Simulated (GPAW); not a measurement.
A run of GPAW 26.7.0 is set up as follows.

File run.py:

```python
from ase.dft.bandgap import bandgap
from ase.io import read, write
from ase.units import GPa
from gpaw import GPAW, PW

atoms = read('POSCAR')
atoms.set_initial_magnetic_moments([3.0, 0.0])

calc = GPAW(mode=PW(800),
            xc='RPBE',
            kpts={'size': (11, 11, 11), 'gamma': True},
            occupations={'name': 'fermi-dirac', 'width': 0.05},
            nbands=17,
            convergence={'density': 1e-05, 'energy': 1e-05},
            maxiter=150,
            txt='gpaw.txt')
atoms.calc = calc
energy = atoms.get_potential_energy()
forces = atoms.get_forces()
stress = atoms.get_stress()
calc.write('gs.gpw')
write('result.traj', atoms)
print(f'Energy: {energy:.6f} eV')
print('Forces (eV/A):')
print(forces.round(4))
print('Stress (GPa):', (stress / GPa).round(3))
print('Moments:', calc.get_magnetic_moments().round(3))
print('Fermi level:', round(calc.get_fermi_level(), 4), 'eV')
print(f'Gap: {bandgap(calc)[0]:.4f} eV, direct: {bandgap(calc, direct=True)[0]:.4f} eV')

path = atoms.cell.bandpath('GXWKGLUWLK,UX', npoints=60, eps=1e-4)
bs_calc = calc.fixed_density(kpts=path, symmetry='off', nbands=26,
                             convergence={'bands': 'CBM+6.0', 'eigenstates': 1e-6}, txt='bands.txt')
bs = bs_calc.band_structure()
bs.write('bs.json')
print(f'Gap on the path: {bandgap(bs_calc)[0]:.4f} eV')
```

File POSCAR:

```
FeO
1.0
    0.0000000000      2.1554000000      2.1554000000
    2.1554000000      0.0000000000      2.1554000000
    2.1554000000      2.1554000000      0.0000000000
Fe O
1 1
Direct
    0.0000000000      0.0000000000      0.0000000000
    0.5000000000      0.5000000000      0.5000000000
```

Potentials or basis: the program's PAW data sets (release 1.2.1) made for this functional, pw.

Command:

```sh
$ OMP_NUM_THREADS=1 python run.py
```

Q: What does it give for the pressure?

A: 6.7 GPa.

Q: What does it give for the net moment?

A: 4.00 μB per cell.

Levels at the corners of the path, in eV from the Fermi level:
Spin up:
| point | band 5 | band 6 | band 7 | band 8 | band 9 | band 10 |
| --- | --- | --- | --- | --- | --- | --- |
| Γ | -3.96 | -3.96 | -3.96 | -3.76 | -3.76 | -0.07 |
| X | -4.87 | -3.37 | -2.89 | -2.87 | -2.87 | 5.16 |
| W | -3.11 | -3.11 | -3.00 | -2.86 | -1.81 | 7.34 |
| K | -3.75 | -3.00 | -2.73 | -2.56 | -1.79 | 6.67 |
| Γ | -3.96 | -3.96 | -3.96 | -3.76 | -3.76 | -0.07 |
| L | -3.14 | -3.14 | -2.58 | -0.43 | -0.43 | 3.94 |
| U | -3.75 | -3.00 | -2.73 | -2.56 | -1.79 | 6.67 |
| W | -3.11 | -3.11 | -3.00 | -2.86 | -1.81 | 7.34 |
| L | -3.14 | -3.14 | -2.58 | -0.43 | -0.43 | 3.94 |
| K | -3.75 | -3.00 | -2.73 | -2.56 | -1.79 | 6.67 |
| U | -3.75 | -3.00 | -2.73 | -2.56 | -1.79 | 6.67 |
| X | -4.87 | -3.37 | -2.89 | -2.87 | -2.87 | 5.16 |
Spin down:
```csv
point,band 1,band 2,band 3,band 4,band 5,band 6,band 7,band 8,band 9,band 10
Γ,-20.45,-3.44,-3.44,-3.44,-0.74,-0.74,-0.74,0.26,0.26,0.73
X,-19.22,-7.10,-4.62,-4.62,-2.15,0.77,0.77,0.81,1.21,6.59
W,-19.13,-6.29,-6.29,-5.67,-0.05,-0.05,0.77,1.13,1.88,8.77
K,-19.16,-6.70,-6.27,-5.00,-0.82,0.58,0.68,1.36,1.82,8.00
Γ,-20.45,-3.44,-3.44,-3.44,-0.74,-0.74,-0.74,0.26,0.26,0.73
L,-19.28,-8.15,-5.27,-5.27,0.42,0.42,0.60,2.84,2.84,4.37
U,-19.16,-6.70,-6.27,-5.00,-0.82,0.58,0.68,1.36,1.82,8.00
W,-19.13,-6.29,-6.29,-5.67,-0.05,-0.05,0.77,1.13,1.88,8.77
L,-19.28,-8.15,-5.27,-5.27,0.42,0.42,0.60,2.84,2.84,4.37
K,-19.16,-6.70,-6.27,-5.00,-0.82,0.58,0.68,1.36,1.82,8.00
U,-19.16,-6.70,-6.27,-5.00,-0.82,0.58,0.68,1.36,1.82,8.00
X,-19.22,-7.10,-4.62,-4.62,-2.15,0.77,0.77,0.81,1.21,6.59
```

Caveat: a cell with one magnetic atom can't hold antiferromagnetic order, which such compounds often take; semilocal functionals often make such compounds metallic where correlation or magnetic order opens a gap, which also shifts bond lengths.

**What was measured.**

“W\"ustite: Electric, thermodynamic and optical properties of FeO”, 2012, arxiv:1203.1201 quotes, for a bulk crystal of FeO: band gap 2.4 eV (optical).

A measured gap of FeO is 2.4 eV (optical; quoted in “W\"ustite: Electric, thermodynamic and optical properties of FeO”, 2012, arxiv:1203.1201); the calculated 0.00 eV misses it by -2.40 eV. So large a miss can be the level of theory's own, or it may mean another phase, state or a wrong row. The value is that of RPBE, without temperature or zero-point motion. Semilocal functionals fall short of measured gaps as a rule. The run's magnetic order (collinear spin, ferromagnetic start) needn't be the measured crystal's.
